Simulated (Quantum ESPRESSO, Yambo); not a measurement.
# GaAs (F-43m): Bethe-Salpeter spectra with Yambo, part 3 of 4

How far does the k mesh set the exciton binding of GaAs (F-43m)?

Quantum ESPRESSO 7.5 and Yambo 5.3.0; PBE and many-body steps on it, plane waves. Known limits of the many-body steps: not at the basis limit; mesh may overstate the screening; screening runs away on this mesh; no spin-orbit coupling; coarse k mesh; bindings not settled in the k mesh.

So far. Step 8 (Triplet (no exchange term)): The lowest triplet lies at 1.157 eV; without spin-orbit coupling triplets are dark, so no spectrum is read. Step 9 (Empty states on the mesh, 6×6×6 mesh, 32 bands): On this mesh the gap is 0.518 eV.

**11. k mesh (6×6×6)**

This step: Bethe-Salpeter equation on PBE with a scissors shift, plane waves, norm-conserving pseudopotentials.

File bse6.in:

```
optics
bss
bse
em1s
dipoles
rim_cut
RandQpts= 1000000
RandGvec= 1 RL
Chimod= "HARTREE"
BSKmod= "SEX"
BSEmod= "resonant"
BSSmod= "d"
BSENGexx= 20 Ry
BSENGBlk= 4 Ry
% BSEQptR
 1 | 1 |
%
% BSEBands
 20 | 26 |
%
% BEnRange
 0 | 3 | eV
%
% BDmRange
 0.1 | 0.1 | eV
%
BEnSteps= 61
% BLongDir
 1 | 0 | 0 |
%
% BndsRnXs
 14 | 32 |
%
NGsBlkXs= 4 Ry
% LongDrXs
 1 | 1 | 1 |
%
% KfnQP_E
 0.677 | 1.0 | 1.0 |
%
WRbsWF
FFTGvecs= 47 Ry
```

On the command line:

```sh
$ OMP_NUM_THREADS=1 mpirun -n 8 yambo -F bse6.in -J bse6 -C bse6 > bse6.log
```

Output:

```text
 Yambo, version 5.3.0

 [02] CORE Variables Setup
 =========================

  [... cell, symmetries and grids as in the set-up ...]

  [02.05] Energies & Occupations
  ==============================

  [X] === General ===
  [X] Electronic Temperature                        :  0.000000  0.000000 [eV K]
  [X] Bosonic    Temperature                        :  0.000000  0.000000 [eV K]
  [X] Finite Temperature mode                       : no
  [X] El. density                                   :  0.97390E+24 [cm-3]
  [X] Fermi Level                                   :  9.827511 [eV]

  [X] === Gaps and Widths ===
  [X] Conduction Band Min                           :  0.518058 [eV]
  [X] Valence Band Max                              :  0.000000 [eV]
  [X] Filled Bands                                  :  22
  [X] Empty Bands                                   :   23   32
  [X] Direct Gap                                    :  0.518058 [eV]
  [X] Direct Gap localized at k                     :  1
  [X] Indirect Gap                                  :  0.518058 [eV]
  [X] Indirect Gap between kpts                     :  1  1
  [X] Last valence band width                       :  3.198025 [eV]
  [X] 1st conduction band width                     :  3.091786 [eV]

 [03] Transferred momenta grid and indexing
 ==========================================

 [BZ sampling] Q-grid is User defined and/or read from the database

 IBZ Q-points                                      :  16
 BZ  Q-points                                      :  216

 K/Q-points units:
 rlu = crystal or reduced units; cc = cartesian coordinates; iku = interal k-units

 Q [ 1]         [rlu]:  0.000000  0.000000  0.000000
 Q [ 2]         [rlu]: -0.33824E-17 -0.33824E-17  0.16667
[...]
X band range                                     :   14   32
  X e/h energy range                               : -1.000000 -1.000000 [eV]
  X Time ordering                                  : T
  X Hxc Kernel                                     : HARTREE
  X Drude frequency                                :  0.000000  0.000000
  X poles                                          :  100.0000 [o/o]
  RL vectors in the sum                            :  1687
  [r,Vnl] included                                 : yes
  Field direction                                  :  0.577350E-5  0.577350E-5  0.577350E-5
  BZ energy Double Grid                            : no
  BZ energy DbGd points                            : 0
  BZ Q point size factor                           : -1.000000
  X Optical Averaged directions                    : none

 [08] Bethe Salpeter Equation driver
 ===================================

  [08.01] Bethe Salpeter Equation @q1
  ===================================

   [08.01.01] Transition pre-analysis @q1
   ======================================

   [08.01.02] Transition Groups build-up @q1
   =========================================

   [BSK] Transition groups (total):   64
   [BSK] Size (resonant):  2592
   [BSK]         (total):  2592
   [BSK] N. of matrices :  1

   [08.01.03] Loading Dipoles @q1
   ==============================

   [08.01.04] Independent Particles properties @q1
   ===============================================

   ==========================================================

   [BSE] Exchange components :   531
   [BSE] Correlation components :   59  259

    [08.01.05.01] Screened interaction header I/O
    =============================================

    [08.01.05.02] Main kernel loop
    ==============================

    [08.01.05.03] Wave-Function Phases
    ==================================

    [BSE] WF phases found       :  33.85417 [o/o]

   [08.01.06] BSE solver(s) @q1
   ============================

   [SLK-Digonalization]  Pools        :  2
   [SLK-Digonalization]  BLACS grid   :  2  2

   [08.01.07] Diago Solver @q1
   ===========================

 [11] Game Over & Game summary
```

Run time: 45 s. Hardware: 8 MPI ranks of AMD EPYC 7R43, shared host; peak memory 4 GiB; 5.8 min of CPU time.

Numbers from this step:

- transitions in the window: 2592
- direct gap of the transition levels: 1.195 eV
- lowest state: 1.164 eV
- first strong exciton (over a fiftieth of the strongest listed): 1.164 eV
- binding of the lowest state below the direct gap: 0.03094 eV
- Coulomb term of one mesh cell: 0.04219 eV

The binding is 0.73 times the screened Coulomb term of one mesh cell (0.04 eV), so it is not shown settled.

The lowest state lies at 1.164 eV, 0.031 eV under the direct gap.

Field along x; broadening 0.1 eV; transition window only. Limits: finite bands, cutoff and mesh; mesh may overstate the screening; no spin-orbit coupling; exciton not shown settled in the k mesh. Table of ε₂ by photon energy; read off at these points:

```csv
photon energy (eV),BSE,no electron-hole interaction
0.00,0.955,0.830
0.10,1.11,0.964
0.20,1.32,1.14
0.30,1.60,1.37
0.40,1.99,1.69
0.50,2.55,2.14
0.60,3.42,2.83
0.70,4.86,3.95
0.85,9.76,7.57
0.95,18.7,13.7
1.05,44.6,30.5
1.15,100,78.1
1.25,59.2,72.2
1.35,23.6,28.0
1.45,11.9,13.1
1.55,7.36,7.58
1.65,5.26,5.12
1.75,4.24,3.90
1.85,3.80,3.28
1.95,3.77,3.02
2.05,4.13,3.04
2.15,5.02,3.36
2.30,8.51,4.69
2.40,14.9,6.83
2.50,33.2,11.9
2.60,75.0,26.0
2.65,75.6,39.8
2.70,62.4,51.7
2.80,39.1,61.2
2.90,17.4,36.5
3.00,9.40,15.5
```

**12. Triplet (no exchange term)**

bse7.in, as its differences from bse6.in of step 11:

```diff
@@ -12,3 +12,3 @@
 BSSmod= "d"
-BSENGexx= 20 Ry
+BSENGexx= 1 RL
 BSENGBlk= 4 Ry
```

On the command line:

```sh
$ OMP_NUM_THREADS=1 mpirun -n 8 yambo -F bse7.in -J bse7,bse6_W -C bse7 > bse7.log
```

Output:

```text
 Yambo, version 5.3.0

 [02] CORE Variables Setup
 =========================

  [... cell, symmetries and grids as in the set-up ...]

  [02.05] Energies & Occupations
  ==============================

  [X] === General ===
  [X] Electronic Temperature                        :  0.000000  0.000000 [eV K]
  [X] Bosonic    Temperature                        :  0.000000  0.000000 [eV K]
  [X] Finite Temperature mode                       : no
  [X] El. density                                   :  0.97390E+24 [cm-3]
[...]
=========================================

  [WARNING] [r,Vnl^pseudo] included in position and velocity dipoles.

  [WARNING] In case H contains other non local terms, these are neglected

 [07] Static Dielectric Matrix
 =============================

    [08.01.05.02] Main kernel loop
    ==============================

    [08.01.05.03] Wave-Function Phases
    ==================================

    [BSE] WF phases found       :  33.85417 [o/o]

   [08.01.06] BSE solver(s) @q1
   ============================

   [SLK-Digonalization]  Pools        :  2
   [SLK-Digonalization]  BLACS grid   :  2  2

   [08.01.07] Diago Solver @q1
   ===========================

 [11] Game Over & Game summary
```

It took 43 s on 8 MPI ranks; peak memory 4.3 GiB.

The lowest triplet lies at 1.157 eV; without spin-orbit coupling triplets are dark, so no spectrum is read.

**13. Empty states on the mesh, 8×8×8 mesh, 32 bands**

This step: Quantum ESPRESSO 7.5; DFT, PBE, plane waves, norm-conserving pseudopotentials.

File pw.in:

```
&control
  calculation = 'nscf'
  prefix = 'x'
  outdir = 'o'
  pseudo_dir = 'pseudo'
/
&system
  ibrav = 0
  nat = 2
  ntyp = 2
  ecutwfc = 104.0
  nbnd = 32
  force_symmorphic = .true.
/
&electrons
  conv_thr = 1e-9
  electron_maxstep = 80
  diago_full_acc = .true.
  diago_thr_init = 5e-6
/
ATOMIC_SPECIES
  Ga 69.723 Ga.upf
  As 74.922 As.upf
CELL_PARAMETERS angstrom
  0.0000000000 2.8268500000 2.8268500000
  2.8268500000 0.0000000000 2.8268500000
  2.8268500000 2.8268500000 -0.0000000000
ATOMIC_POSITIONS crystal
  Ga 0.0000000000 0.0000000000 0.0000000000
  As 0.2500000000 0.2500000000 0.2500000000
K_POINTS automatic
  8 8 8 0 0 0
```

On the command line:

```sh
$ OMP_NUM_THREADS=1 mpirun -n 8 pw.x -nk 4 -in pw.in > pw.out
```

Output:

```text
[banner, memory and clock lines left out]
Program PWSCF v.7.5 starts

     Atomic positions and unit cell read from directory:
     o/x.save/

     Message from routine setup:
     using ibrav=0 with symmetry is DISCOURAGED, use correct ibrav instead

     bravais-lattice index     =            0
     lattice parameter (alat)  =       7.5547  a.u.
     unit-cell volume          =     304.8842 (a.u.)^3
     number of atoms/cell      =            2
     number of atomic types    =            2
     number of electrons       =        44.00
[...]
k = 0.0884 0.0884-0.0884 (  5471 PWs)   bands (ev):

  -174.9302-133.8473-118.3121-118.3121-118.3121 -84.5717 -84.5717 -84.5716
[...]
k = 0.1768 0.1768-0.1768 (  5459 PWs)   bands (ev):

  -174.9302-133.8473-118.3121-118.3121-118.3121 -84.5717 -84.5717 -84.5717
[...]
-4.8892  -4.8892  -2.2062   5.6914   9.1499   9.1499  11.2807  14.4307
    14.4307  15.7873  18.8058  18.8805  18.8805  21.7719  25.5891  25.5891

          k = 0.2652 0.2652-0.2652 (  5453 PWs)   bands (ev):

     [... further k-points ...]

     highest occupied, lowest unoccupied level (ev):     9.8275   10.3456

     XML data file, pseudopotentials, collected wavefunctions
```

It took 3.5 s on 8 MPI ranks; peak memory 0.48 GiB; 25 s of CPU time.

Numbers from this step:

| Quantity | Value |
| --- | --- |
| gap | 0.5181 eV |
| k of the valence top | 0, 0, 0 |
| k of the conduction bottom | 0, 0, 0 |
| least direct gap | 0.5181 eV |
| k points computed | 29 |
| lowest point of the top converged band, above the valence top | 11.57 eV |

On this mesh the gap is 0.518 eV.

**14. Conversion and set-up**

This step: Yambo 5.3.0; conversion and set-up on PBE, plane waves, norm-conserving pseudopotentials.

On the command line:

```sh
$ (cd o/x.save; p2y > p2y.log; mv SAVE ../..); yambo > setup.log
```

Output:

```text
 Yambo, version 5.3.0

 [02] CORE Variables Setup
 =========================

  [02.01] Unit cells
  ==================

  Cell kind             :  FCC
  Atoms in the cell     :  Ga  As
  number of Ga atoms    :  1
  number of As atoms    :  1

  List of atomic masses
  Mass of Ga    :  69.72300
  Mass of As    :  74.92200

  List of atomic coordinates    : [cc]
  Ga1       :  0.000000  0.000000  0.000000  order 1
  As1       :  2.670986  2.670986  2.670986  order 2

  Alat factors          :  5.341972  5.341972  5.341972 [a.u.]
  Direct lattice volume :  304.8842 [a.u.]
[...]
Q [ 1]         [rlu]:  0.000000  0.000000  0.000000
 Q [ 2]         [rlu]: -0.45794E-18 -0.45794E-18  0.12500
 Q [ 3]         [rlu]: -0.91587E-18 -0.91587E-18  0.25000
[...]
Q [ 8]         [rlu]: -0.91587E-18  0.12500      0.37500
 Q [ 9]         [rlu]:  0.14583E-16  0.12500      0.50000
 Q [10]         [rlu]:  0.18317E-17  0.12500     -0.37500
     [... 17 further rows ...]
 Q [28]         [rlu]:  0.125000 -0.500000 -0.375000
 Q [29]         [rlu]:  0.250000 -0.500000 -0.250000

  [03.01] X indexes
  =================

   [03.01.01] Sigma indexes
   ========================

 [06] Game Over & Game summary
```

Wall time 4.6 s (1 MPI rank); peak memory 0.26 GiB.

**15. k mesh (8×8×8)**

This step: Bethe-Salpeter equation on PBE with a scissors shift, plane waves, norm-conserving pseudopotentials.

bse9.in, as its differences from bse7.in of step 12:

```diff
@@ -12,3 +12,3 @@
 BSSmod= "d"
-BSENGexx= 1 RL
+BSENGexx= 20 Ry
 BSENGBlk= 4 Ry
@@ -18,3 +18,3 @@
 % BSEBands
- 20 | 26 |
+ 20 | 24 |
 %
```

On the command line:

```sh
$ OMP_NUM_THREADS=1 mpirun -n 8 yambo -F bse9.in -J bse9 -C bse9 > bse9.log
```

Output:

```text
 Yambo, version 5.3.0

 [02] CORE Variables Setup
 =========================

  [... cell, symmetries and grids as in the set-up ...]

  [02.05] Energies & Occupations
  ==============================

  [X] === General ===
  [X] Electronic Temperature                        :  0.000000  0.000000 [eV K]
  [X] Bosonic    Temperature                        :  0.000000  0.000000 [eV K]
  [X] Finite Temperature mode                       : no
  [X] El. density                                   :  0.97390E+24 [cm-3]
[...]
==========================================================

   [BSE] Exchange components :   531
   [BSE] Correlation components :    59   331

    [08.01.05.01] Screened interaction header I/O
    =============================================

    [08.01.05.02] Main kernel loop
    ==============================

    [08.01.05.03] Wave-Function Phases
    ==================================

    [BSE] WF phases found       :  43.99425 [o/o]

   [08.01.06] BSE solver(s) @q1
   ============================

   [SLK-Digonalization]  Pools        :  2
   [SLK-Digonalization]  BLACS grid   :  2  2

   [08.01.07] Diago Solver @q1
   ===========================

 [11] Game Over & Game summary
```

Wall time 99 s (8 MPI ranks); peak memory 5 GiB.

This step gave:

```yaml
transitions_in_the_window: 3072
direct_gap_of_the_transition_levels: 1.195 eV
lowest_state: 1.152 eV
first_strong_exciton_over_a_fiftieth_of_the_strongest_listed: 1.152 eV
binding_of_the_lowest_state_below_the_direct_gap: 0.04294 eV
coulomb_term_of_one_mesh_cell: 0.05490 eV
```

The binding is 0.78 times the screened Coulomb term of one mesh cell (0.05 eV), so it is not shown settled.

The lowest state lies at 1.152 eV, 0.043 eV under the direct gap.

The window of bands is narrower than in the first exciton run, so this row is not like for like with it.

The program warns that the window of bands cuts a degenerate level, which breaks the symmetry of states and spectrum.

**16. Triplet (no exchange term)**

bse10.in, as its differences from bse9.in of step 15:

```diff
@@ -12,3 +12,3 @@
 BSSmod= "d"
-BSENGexx= 20 Ry
+BSENGexx= 1 RL
 BSENGBlk= 4 Ry
```

On the command line:

```sh
$ OMP_NUM_THREADS=1 mpirun -n 8 yambo -F bse10.in -J bse10,bse9_W -C bse10 > bse10.log
```

Output:

```text
 Yambo, version 5.3.0

 [02] CORE Variables Setup
 =========================

  [... cell, symmetries and grids as in the set-up ...]

  [02.05] Energies & Occupations
  ==============================

  [X] === General ===
  [X] Electronic Temperature                        :  0.000000  0.000000 [eV K]
  [X] Bosonic    Temperature                        :  0.000000  0.000000 [eV K]
  [X] Finite Temperature mode                       : no
  [X] El. density                                   :  0.97390E+24 [cm-3]
[...]
=========================================

  [WARNING] [r,Vnl^pseudo] included in position and velocity dipoles.

  [WARNING] In case H contains other non local terms, these are neglected

 [07] Static Dielectric Matrix
 =============================

    [08.01.05.02] Main kernel loop
    ==============================

    [08.01.05.03] Wave-Function Phases
    ==================================

    [BSE] WF phases found       :  43.99425 [o/o]

   [08.01.06] BSE solver(s) @q1
   ============================

   [SLK-Digonalization]  Pools        :  2
   [SLK-Digonalization]  BLACS grid   :  2  2

   [08.01.07] Diago Solver @q1
   ===========================

 [11] Game Over & Game summary
```

Wall time 74 s (8 MPI ranks); peak memory 5.1 GiB.

The lowest triplet lies at 1.149 eV; without spin-orbit coupling triplets are dark, so no spectrum is read.

The program warns that the window of bands cuts a degenerate level, which breaks the symmetry of states and spectrum.

**17. Empty states on the mesh, 10×10×10 mesh, 32 bands**

This step: Quantum ESPRESSO 7.5; DFT, PBE, plane waves, norm-conserving pseudopotentials.

Edit pw.in of step 13 so:

```diff
@@ -31,2 +31,2 @@
 K_POINTS automatic
-  8 8 8 0 0 0
+  10 10 10 0 0 0
```

On the command line:

```sh
$ OMP_NUM_THREADS=1 mpirun -n 8 pw.x -nk 4 -in pw.in > pw.out
```

Output:

```text
[banner, memory and clock lines left out]
Program PWSCF v.7.5 starts

     Atomic positions and unit cell read from directory:
     o/x.save/

     Message from routine setup:
     using ibrav=0 with symmetry is DISCOURAGED, use correct ibrav instead

     bravais-lattice index     =            0
     lattice parameter (alat)  =       7.5547  a.u.
     unit-cell volume          =     304.8842 (a.u.)^3
     number of atoms/cell      =            2
     number of atomic types    =            2
     number of electrons       =        44.00
[...]
k = 0.0707 0.0707-0.0707 (  5471 PWs)   bands (ev):

  -174.9302-133.8473-118.3121-118.3121-118.3121 -84.5717 -84.5717 -84.5716
[...]
k = 0.1414 0.1414-0.1414 (  5447 PWs)   bands (ev):

  -174.9302-133.8473-118.3121-118.3121-118.3121 -84.5716 -84.5716 -84.5716
[...]
-4.8895  -4.8895  -2.4434   6.5317   9.3265   9.3265  11.4134  14.2608
    14.2608  14.9934  18.8135  18.8135  18.9127  20.9339  24.4808  24.4808

          k = 0.2121 0.2121-0.2121 (  5453 PWs)   bands (ev):

     [... further k-points ...]

     highest occupied, lowest unoccupied level (ev):     9.8275   10.3456

     XML data file, pseudopotentials, collected wavefunctions
```

Elapsed: 5.2 s, on 8 MPI ranks; peak memory 0.47 GiB; 38 s of CPU time.

This step gave:

| Property | Result |
| --- | --- |
| gap | 0.5181 eV |
| k of the valence top | 0, 0, 0 |
| k of the conduction bottom | 0, 0, 0 |
| least direct gap | 0.5181 eV |
| k points computed | 47 |
| lowest point of the top converged band, above the valence top | 11.57 eV |

On this mesh the gap is 0.518 eV.

**18. Conversion and set-up**

This step: Yambo 5.3.0; conversion and set-up on PBE, plane waves, norm-conserving pseudopotentials.

On the command line:

```sh
$ (cd o/x.save; p2y > p2y.log; mv SAVE ../..); yambo > setup.log
```

Output:

```text
 Yambo, version 5.3.0

 [02] CORE Variables Setup
 =========================

  [02.01] Unit cells
  ==================

  Cell kind             :  FCC
  Atoms in the cell     :  Ga  As
  number of Ga atoms    :  1
  number of As atoms    :  1

  List of atomic masses
  Mass of Ga    :  69.72300
  Mass of As    :  74.92200

  List of atomic coordinates    : [cc]
  Ga1       :  0.000000  0.000000  0.000000  order 1
  As1       :  2.670986  2.670986  2.670986  order 2

  Alat factors          :  5.341972  5.341972  5.341972 [a.u.]
  Direct lattice volume :  304.8842 [a.u.]
[...]
Q [ 1]         [rlu]:  0.000000  0.000000  0.000000
 Q [ 2]         [rlu]:  0.49426E-19  0.49426E-19  0.10000
 Q [ 3]         [rlu]: -0.19800E-17 -0.19800E-17  0.20000
[...]
Q [ 8]         [rlu]:  0.49094E-17  0.10000      0.20000
 Q [ 9]         [rlu]: -0.19800E-17  0.10000      0.30000
 Q [10]         [rlu]:  0.63849E-17  0.10000      0.40000
     [... 35 further rows ...]
 Q [46]         [rlu]:  0.200000  0.400000 -0.300000
 Q [47]         [rlu]:  0.200000 -0.500000 -0.300000

  [03.01] X indexes
  =================

   [03.01.01] Sigma indexes
   ========================

 [06] Game Over & Game summary
```

Elapsed: 5.5 s, on 1 MPI rank; peak memory 0.27 GiB.

(Continued in part 4 of 4.)

[Paths, hosts, dates, memory and timing lines, banners, echoed tables and standing remarks are left out of the program output.]

[Logs are printed without paths, hosts, clocks, repeated set-up lines and the standing remarks that a program may print on its own settings, such as how far it seeks lower states.]

[Runs of the session that timed out or met a known fault of the program may be left out.]

[Hosts, paths, dates, database ids (printed as entryN), source tags and the programs' standing remarks are cut or masked in the printed files.]
